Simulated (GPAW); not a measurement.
MgO in GPAW: the effect of functional

MgO:

```
Mg O
1.0
     2.93802    0.00000    0.00000
    -1.46901    2.54440    0.00000
     0.00000    0.00000    2.67968
Mg O
1 1
Cartesian
  0.0000 0.0000 0.0000
  0.0000 1.6963 1.3398
```

Measurements of this composition are mostly on another form, of space group No. 225.

Alike in all runs:

```yaml
Program: GPAW 26.7.0
Task: phonons
Cutoff: 680 eV
Basis: pw
k_mesh: 9 × 9 × 8
Occupations: fermi-dirac, width 0.05 eV
Spin: no spin polarisation
```

Each run relaxes the cell or the atoms first.

```tsv
functional	potentials or basis	relaxed volume (Å³/atom)	gap on the mesh (eV)	highest phonon frequency (cm⁻¹)
LDA	the program's PAW data sets (release 1.2.1) made for this functional	9.38	3.48	357
PBEsol	PAW data sets generated in the run's folder for this functional	9.78	3.13	341
PBE	GPAW PAW data sets (gpaw-data 1.2.1)	10.01	3.04	316
r2SCAN	GPAW PAW data sets (gpaw-data 1.2.1)	?	?	?
```

Q: What does the run with functional r2SCAN give?

A: Relaxed volume 9.70 Å³/atom; gap on the mesh 4.08 eV; highest phonon frequency 341 cm⁻¹.

Caveats: the cutoff is short for stress and forces, so pressures can be off by a GPa or more; the LO-TO splitting is left out; an odd mesh through Γ misses points on the zone boundary, where band edges often lie; the PAW data sets were made with another functional, which shifts forces and pressure a little (some runs).
